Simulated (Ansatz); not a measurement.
A N vacancy in wurtzite BN, 95 atoms, charge 0

All numbers come from Ansatz (PAW, plane waves, no spin–orbit coupling) at the single k point (¼, ¼, ¼) without its symmetry partners. The atoms were relaxed with PBEsol in a fixed cell; other functionals are single points on those atoms unless said otherwise. The valence top and gap of the host come from its small cell on a dense mesh, with the band extrema sought between the mesh points, lined up by the mean potential, PBEsol gap 4.96 eV, HSE06 gap 6.52 eV.

Relaxed structure:

```cif
data_structure
_symmetry_space_group_name_H-M 'P 1'
_symmetry_Int_Tables_number 1
_cell_length_a 7.6230
_cell_length_b 8.8023
_cell_length_c 8.4066
_cell_angle_alpha 90.000
_cell_angle_beta 90.000
_cell_angle_gamma 90.000
_cell_volume 564.08
loop_
_atom_site_label
_atom_site_type_symbol
_atom_site_fract_x
_atom_site_fract_y
_atom_site_fract_z
_atom_site_occupancy
B1 B 0.00031 0.16673 0.00052 1
B2 B 0.99950 0.16600 0.50045 1
B3 B 0.33367 0.16695 0.00105 1
B4 B 0.33306 0.16627 0.50089 1
B5 B 0.16684 0.41673 0.00121 1
B6 B 0.16487 0.41604 0.50108 1
B7 B 0.00092 0.66677 0.99990 1
B8 B 0.99895 0.66683 0.50021 1
B9 B 0.66690 0.16706 0.00080 1
B10 B 0.66465 0.16801 0.50073 1
B11 B 0.50067 0.41730 0.00076 1
B12 B 0.49209 0.41794 0.50802 1
B13 B 0.33459 0.66677 0.00061 1
B14 B 0.33009 0.66050 0.50814 1
B15 B 0.16742 0.91669 0.00077 1
B16 B 0.16749 0.91450 0.50063 1
B17 B 0.83366 0.41680 0.00002 1
B18 B 0.83130 0.41678 0.49990 1
B19 B 0.66918 0.66779 0.99722 1
B20 B 0.66416 0.66521 0.49241 1
B21 B 0.50056 0.91691 0.99994 1
B22 B 0.49977 0.91518 0.49996 1
B23 B 0.83389 0.91704 0.99935 1
B24 B 0.83297 0.91634 0.49989 1
B25 B 0.16758 0.08336 0.25060 1
B26 B 0.16629 0.08288 0.75055 1
B27 B 0.00039 0.33363 0.25049 1
B28 B 0.99925 0.33297 0.75053 1
B29 B 0.50049 0.08375 0.25040 1
B30 B 0.49958 0.08318 0.75045 1
B31 B 0.33459 0.33520 0.25135 1
B32 B 0.33201 0.33279 0.75195 1
B33 B 0.16972 0.58346 0.25101 1
B34 B 0.16526 0.58264 0.75159 1
B35 B 0.00109 0.83357 0.24978 1
B36 B 0.99955 0.83295 0.74999 1
B37 B 0.83360 0.08417 0.25015 1
B38 B 0.83278 0.08315 0.75006 1
B39 B 0.66612 0.33543 0.25151 1
B40 B 0.66609 0.33306 0.75107 1
B41 B 0.50997 0.58801 0.24379 1
B42 B 0.49895 0.58288 0.75091 1
B43 B 0.33549 0.83191 0.25142 1
B44 B 0.33285 0.83310 0.75107 1
B45 B 0.83546 0.58395 0.24819 1
B46 B 0.83207 0.58272 0.74810 1
B47 B 0.66833 0.83413 0.24811 1
B48 B 0.66565 0.83278 0.74794 1
N1 N 0.00073 0.16697 0.18774 1
N2 N 0.99956 0.16619 0.68758 1
N3 N 0.33424 0.16765 0.18819 1
N4 N 0.33272 0.16636 0.68798 1
N5 N 0.16763 0.41709 0.18823 1
N6 N 0.16553 0.41613 0.68831 1
N7 N 0.00275 0.66688 0.18718 1
N8 N 0.99894 0.66630 0.68683 1
N9 N 0.66700 0.16778 0.18820 1
N10 N 0.66599 0.16673 0.68761 1
N11 N 0.50173 0.41927 0.18927 1
N12 N 0.49829 0.41566 0.69027 1
N13 N 0.33732 0.66656 0.18926 1
N14 N 0.33133 0.66597 0.69025 1
N15 N 0.16829 0.91654 0.18813 1
N16 N 0.16649 0.91606 0.68754 1
N17 N 0.83419 0.41722 0.18714 1
N18 N 0.83247 0.41625 0.68711 1
N19 N 0.67200 0.66908 0.18227 1
N20 N 0.66364 0.66513 0.68295 1
N21 N 0.50118 0.91705 0.18715 1
N22 N 0.49945 0.91635 0.68703 1
N23 N 0.83461 0.91772 0.18677 1
N24 N 0.83281 0.91624 0.68655 1
N25 N 0.16712 0.08210 0.43776 1
N26 N 0.16690 0.08333 0.93790 1
N27 N 0.99857 0.33275 0.43769 1
N28 N 0.00008 0.33328 0.93774 1
N29 N 0.49934 0.08310 0.43767 1
N30 N 0.50012 0.08360 0.93768 1
N31 N 0.33200 0.33480 0.43860 1
N32 N 0.33330 0.33350 0.93875 1
N33 N 0.16718 0.58207 0.43835 1
N34 N 0.16713 0.58324 0.93830 1
N35 N 0.00011 0.83297 0.43714 1
N36 N 0.00052 0.83342 0.93719 1
N37 N 0.83214 0.08395 0.43740 1
N38 N 0.83345 0.08358 0.93732 1
N39 N 0.66232 0.33806 0.43846 1
N40 N 0.66690 0.33348 0.93803 1
N41 N 0.50104 0.58377 0.93721 1
N42 N 0.33632 0.82790 0.43845 1
N43 N 0.33381 0.83352 0.93800 1
N44 N 0.83139 0.58266 0.43524 1
N45 N 0.83414 0.58333 0.93542 1
N46 N 0.66551 0.83178 0.43528 1
N47 N 0.66715 0.83381 0.93522 1
```

Chemical potentials μ are those of reference phases of the elements at zero temperature by the same functional (the usual solids, diamond for C, grey Sn, and the molecules H2, N2, O2, F2, Cl2, Br2 and S8).

```
functional  E(defect) − E(host) − Σ nμ + q·E_VBM (eV)  monopole (eV)  alignment (eV)  formation energy at E_F = VBM (eV)  moment (μB)  wall time, shared host
    PBEsol                                       8.02           0.00            0.00                                8.02          1.0       50 s (relaxation)
     HSE06                                       8.28           0.00            0.00                                8.28          1.0                 2.5 min
```

HSE06 one-electron levels near the gap (the ten most localised at most), from the host's valence top:

```tsv
level (eV)	spin	filling	atoms sharing it	element of the atom with most weight
0.07	down	1.00	11.6	B
3.81	up	1.00	7.3	B
5.79	down	0.00	9.2	B
5.90	up	0.00	8.8	B
5.98	up	0.00	9.3	B
6.32	down	0.00	12.2	B
6.34	down	0.00	12.1	B
```

All elements are taken at their own reference at once; growth conditions in equilibrium with the host shift these energies, by up to the host's formation enthalpy.

One k point and a cell of this size can leave errors of several tenths of an eV in such numbers.
